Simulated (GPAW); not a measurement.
Write an ASE script for GPAW 26.7.0 that does the following.

* Task: band structure
* Functional: vdW-DF2
* Potentials or basis: GPAW PAW data sets (gpaw-data 1.2.1)
* Cutoff: 800 eV
* Basis: pw
* k mesh: 6 × 6 × 2
* Occupations: fermi-dirac, width 0.05 eV
* Spin: no spin polarisation
* Maxiter: 150
* Band path: GMKGALHA,LM,KH
* Band points: 100

The structure of SiC lies in SiC.cif:

```cif
data_SiC
_cell_length_a 3.07569415
_cell_length_b 3.07569415
_cell_length_c 10.07064648
_cell_angle_alpha 90.00000000
_cell_angle_beta 90.00000000
_cell_angle_gamma 120.00000000
_space_group_name_H-M_alt 'P1'
_space_group_name_Hall 'P 1'
_space_group_IT_number 1
loop_
_space_group_symop_operation_xyz
'x,y,z'
loop_
_atom_site_label
_atom_site_type_symbol
_atom_site_symmetry_multiplicity
_atom_site_Wyckoff_symbol
_atom_site_fract_x
_atom_site_fract_y
_atom_site_fract_z
_atom_site_occupancy
Si1 Si 1 a 0.0000000000 0.0000000000 0.1878943800 1
Si2 Si 1 a 0.0000000000 0.0000000000 0.6878943800 1
Si3 Si 1 a 0.3333333333 0.6666666667 0.4378419800 1
Si4 Si 1 a 0.6666666667 0.3333333333 0.9378419800 1
C1 C 1 a 0.0000000000 0.0000000000 0.0004600500 1
C2 C 1 a 0.0000000000 0.0000000000 0.5004600500 1
C3 C 1 a 0.3333333333 0.6666666667 0.2498025900 1
C4 C 1 a 0.6666666667 0.3333333333 0.7498025900 1
```

The cell is a database's computed one.

These files were run (other wordings do the same):

run.py

```python
from ase.dft.bandgap import bandgap
from ase.io import read, write
from gpaw import GPAW, PW

atoms = read('SiC.cif')

calc = GPAW(mode=PW(800),
            xc={'name': 'vdW-DF2', 'backend': 'libvdwxc'},
            kpts={'size': (6, 6, 2), 'gamma': True},
            occupations={'name': 'fermi-dirac', 'width': 0.05},
            nbands=32,
            convergence={'density': 1e-05, 'energy': 1e-05},
            maxiter=150,
            txt='gpaw.txt')
atoms.calc = calc
energy = atoms.get_potential_energy()
forces = atoms.get_forces()
calc.write('gs.gpw')
write('result.traj', atoms)
print(f'Energy: {energy:.6f} eV')
print('Forces (eV/A):')
print(forces.round(4))
print('Fermi level:', round(calc.get_fermi_level(), 4), 'eV')
print(f'Gap: {bandgap(calc)[0]:.4f} eV, direct: {bandgap(calc, direct=True)[0]:.4f} eV')

path = atoms.cell.bandpath('GMKGALHA,LM,KH', npoints=100, eps=1e-4)
bs_calc = calc.fixed_density(kpts=path, symmetry='off', nbands=50,
                             convergence={'bands': 'CBM+6.0', 'eigenstates': 1e-6}, txt='bands.txt')
bs = bs_calc.band_structure()
bs.write('bs.json')
print(f'Gap on the path: {bandgap(bs_calc)[0]:.4f} eV')
```

Potentials or basis: GPAW PAW data sets (gpaw-data 1.2.1), pw.

Launch:

```bash
$ OMP_NUM_THREADS=1 python run.py
```

It gave:

* Largest force: 0.030 eV/Å
* Band gap on the k mesh: 2.73 eV, indirect (least direct gap 3.83 eV)
* Band gap along the path: 2.73 eV, indirect (least direct gap 3.83 eV)

Caveat: the k mesh is coarse; the PAW data sets were made with another functional, which shifts forces and pressure a little.

It took 2.4 min on 1 thread of Intel(R) Xeon(R) 6975P-C (Granite Rapids), on a shared host, peak memory 0.78 GiB.
